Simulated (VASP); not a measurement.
## SrCl2 (strained fluorite), r²SCAN single-point calculation: VASP's output and Ansatz's

POSCAR

```
Sr Cl
 1.0000000000000000
     0.0000000000000000    3.5501838564999999    3.4714851996000000
     3.5501838564999999    0.0000000000000000    3.4714851996000000
     3.5501838564999999    3.5501838564999999    0.0000000000000000
 Sr  Cl
   1   2
Cartesian
  0.0000000000000000  0.0000000000000000  0.0000000000000000
  1.7750919282500000  1.7750919282500000  1.7357425998000005
  5.3252757847499996  5.3252757847499996  5.2072277994000009
```

VASP ran with the recommended PBE PAW datasets (24 valence electrons in the cell).

From OUTCAR

```
k-points           NKPTS =     30   k-points in BZ     NKDIM =     30   number of bands    NBANDS=     19

   NELECT =      24.0000    total number of electrons

   dimension x,y,z NGX =    40 NGY =   40 NGZ =   40
   dimension x,y,z NGXF=    80 NGYF=   80 NGZF=   80

  energy-cutoff  :      520.00
  volume of cell :       87.51
      direct lattice vectors                 reciprocal lattice vectors
     0.000000000  3.550183856  3.471485200    -0.140837776  0.140837776  0.144030572
     3.550183856  0.000000000  3.471485200     0.140837776 -0.140837776  0.144030572
     3.550183856  3.550183856  0.000000000     0.140837776  0.140837776 -0.144030572

 k-points in reciprocal lattice and weights: KPOINTS created by Atomic Simulation Env
   0.00000000  0.00000000  0.00000000       0.005
   0.16666667  0.00000000  0.00000000       0.037
   0.33333333 -0.00000000  0.00000000       0.037
   0.50000000  0.00000000  0.00000000       0.019
   0.16666667  0.16666667  0.00000000       0.009
   0.33333333  0.16666667  0.00000000       0.037
   0.50000000  0.16666667  0.00000000       0.037
  -0.33333333  0.16666667  0.00000000       0.037
   ...

 E-fermi :  -0.1532

 k-point     1 :       0.0000    0.0000    0.0000
  band No.  band energies     occupation
      1     -34.4701      2.00000
      2     -15.8320      2.00000
      3     -15.8247      2.00000
      4     -15.8247      2.00000
      5     -14.2090      2.00000
      6     -13.3929      2.00000
      7      -2.5032      2.00000
      8      -2.4386      2.00000
      9      -2.4386      2.00000
     10      -0.8078      2.00000
     11      -0.8078      2.00000
     12      -0.6332      2.00000
     13       5.4231      0.00000
     14       6.2051      0.00000
     15       6.3709      0.00000
     16       9.1250      0.00000
     17       9.1250      0.00000
     18       9.2203      0.00000
     19       9.4612      0.00000

 k-point     2 :       0.1667    0.0000    0.0000
  band No.  band energies     occupation
      1     -34.4694      2.00000
      2     -15.9053      2.00000
      3     -15.8321      2.00000
      4     -15.8278      2.00000
      5     -14.0709      2.00000
      6     -13.4474      2.00000
      7      -2.3864      2.00000
      8      -2.3461      2.00000
      9      -2.2817      2.00000
     10      -1.0590      2.00000
     11      -0.9410      2.00000
     12      -0.8159      2.00000
     13       5.9780      0.00000
     14       6.4083      0.00000
     15       6.5509      0.00000
     16       8.1850      0.00000
     17       8.9038      0.00000
     18       8.9085      0.00000
     19       9.9442      0.00000

 k-point     3 :       0.3333   -0.0000    0.0000
  band No.  band energies     occupation
      1     -34.4680      2.00000
      2     -16.0310      2.00000
      3     -15.8377      2.00000
      4     -15.8341      2.00000
      5     -13.8638      2.00000
      6     -13.5100      2.00000
      7      -2.1168      2.00000
      8      -2.1128      2.00000
      9      -1.9592      2.00000
     10      -1.5316      2.00000
     11      -1.2399      2.00000
     12      -1.1714      2.00000
     13       6.7320      0.00000
     14       6.7481      0.00000
     15       6.9126      0.00000
     16       8.2312      0.00000
     17       8.7592      0.00000
     18       8.7610      0.00000
     19       9.1932      0.00000

 k-point     4 :       0.5000    0.0000    0.0000
  band No.  band energies     occupation
      1     -34.4673      2.00000
      2     -16.0835      2.00000
      3     -15.8404      2.00000
      4     -15.8372      2.00000
      5     -13.8244      2.00000
      6     -13.4836      2.00000
      7      -1.9267      2.00000
      8      -1.8999      2.00000
      9      -1.8352      2.00000
     10      -1.7047      2.00000
     11      -1.4517      2.00000
     12      -1.4311      2.00000
     13       6.8296      0.00000
     14       6.8664      0.00000
     15       7.7232      0.00000
     16       7.7670      0.00000
     17       8.7794      0.00000
     18       8.7984      0.00000
     19       9.0258      0.00000

 k-point     5 :       0.1667    0.1667    0.0000
  band No.  band energies     occupation
      1     -34.4691      2.00000
      2     -15.9265      2.00000
      3     -15.8320      2.00000
      4     -15.8320      2.00000
      5     -14.0175      2.00000
      6     -13.4776      2.00000
      7      -2.4112      2.00000
      8      -2.4112      2.00000
      9      -2.0445      2.00000
     10      -1.3994      2.00000
     11      -0.7874      2.00000
     12      -0.7874      2.00000
     13       6.0452      0.00000
     14       6.4672      0.00000
     15       6.5626      0.00000
     16       8.5036      0.00000
     17       8.5036      0.00000
     18       8.9877      0.00000
     19       9.1548      0.00000

 ...

  Total       -0.6347730     -0.6347730      0.0110964      0.0000000      0.0000000     -0.0000000
  in kB      -11.6220301    -11.6220301      0.2031629      0.0000000      0.0000000     -0.0000000
  external PRESSURE =      -7.6802991 kB  Pullay stress =       0.0000000 kB

 POSITION                                       TOTAL-FORCE (eV/Angst)
 -----------------------------------------------------------------------------------
      0.00000      0.00000      0.00000         0.000000     -0.000000      0.000000
      1.77509      1.77509      1.73574         0.000000      0.000000      0.000000
      5.32528      5.32528      5.20723        -0.000000     -0.000000     -0.000000
 -----------------------------------------------------------------------------------
    total drift:                               -0.000000     -0.000000      0.000000

  FREE ENERGIE OF THE ION-ELECTRON SYSTEM (eV)
  ---------------------------------------------------
  free  energy   TOTEN  =       -35.6884907455 eV

  energy  without entropy=      -35.6884907455  energy(sigma->0) =      -35.68849075
```

The two codes use different PAW datasets and cutoffs. VASP's cell holds 24 valence electrons and Ansatz's 24. Ansatz's stress includes a Pulay correction; VASP's doesn't.

Question: What does Ansatz give for the same cell and level of theory?

Answer: gap between bands v and c 5.74 eV; least direct gap 5.90 eV; pressure -0.8 GPa.

Ansatz printed

```
SCF 1 converged in 6 iterations: F = -5730.706044 eV  dr2 = 1.10e-8
  greatest PAW one-centre occupation: 0.988 electrons in one spin orbital (limit 2), on the Sr atom at site 0 (counted from 0), in its partial waves of l = 0
NSCF: frozen V_eff on 7 k-points
SCF converged after 6 iterations
Free energy (F): -5730.706044 eV
Harris-Foulkes:  -5730.706044 eV  (|F-HF|=6.81e-9)
Internal energy: -5730.706044 eV  (E = F + TS)
E sigma→0 (E₀):  -5730.706044 eV
Fermi energy:    2.539059 eV
--- Per-component energies (eV) ---
  E_band       = -169.308280
  E_kinetic    = 567.152104
  E_local      = -1198.017442  (includes V_loc(G=0)·N_el)
  E_nonlocal   = 257.674997
  E_hartree    = 330.538443
  E_xc         = -372.925742
  E_vxc        = -448.531500  (∫ρ·V_xc dr)
  E_paw        = -4048.762814  (= ΣΔE_a)
  E_vpaw       = -32.295921  (= ΣTr[D̂ρ^β])
  E_aug_tail   = 0.000074  (compensation charges beyond the density's cutoff)
  E_vtau       = 23.632330  (kinetic-family band-sum trace: ∫τ·v_τ [+ j·A + Jᵃ·Aᵃ] dr)
  E_ewald      = -1265.946814
  E_core_change = -0.418850  (= ΣΔE_core)
  E_smearing   = -0.000000  (= −TS)
  E_closure    = -0.000000  (closes the sum)
  Σ components = -5730.706044   (vs F -5730.706044, Δ=0.00e0)
--- Forces (eV/Å), atoms counted from 1 ---
  atom   1  Sr     0.00000000     0.00000000     0.00000000
  atom   2  Cl     0.00000000     0.00000000    -0.00000000
  atom   3  Cl    -0.00000000     0.00000000     0.00000000
  max |Σ_I F_I| component: 1.73e-18 eV/Å
--- Stress (GPa, compression-positive) ---
       -1.199387       0.000000      -0.000000
        0.000000      -1.199387      -0.000000
       -0.000000      -0.000000      -0.010679
  P = ⅓ Tr σ = -0.8032 GPa (-8.032 kbar)
--- Band table (eV; the first three rows and the last of 30) ---
  k-point 0: bands = ["-31.4932", "-12.8578", "-12.8509", "-12.8509", "-11.3388", "-10.5226", "0.3603", "0.4250", "0.4250", "2.0537", "2.0537", "2.2287", "8.2822", "9.0731", "9.2397", "11.9094"]
  k-point 1: bands = ["-31.4925", "-12.9372", "-12.8582", "-12.8541", "-11.1951", "-10.5765", "0.4771", "0.5175", "0.5815", "1.8024", "1.9209", "2.0463", "8.8385", "9.2783", "9.4219", "11.0204"]
  k-point 2: bands = ["-31.4911", "-13.0697", "-12.8639", "-12.8606", "-10.9875", "-10.6323", "0.7468", "0.7508", "0.9030", "1.3296", "1.6226", "1.6911", "9.6050", "9.6244", "9.7782", "11.0802"]
  k-point 29: bands = ["-31.4893", "-13.1805", "-12.8810", "-12.8810", "-10.8432", "-10.6001", "-0.2287", "0.5974", "0.5974", "2.0385", "2.0385", "2.5391", "8.4422", "10.2821", "10.6215", "11.1622"]
```
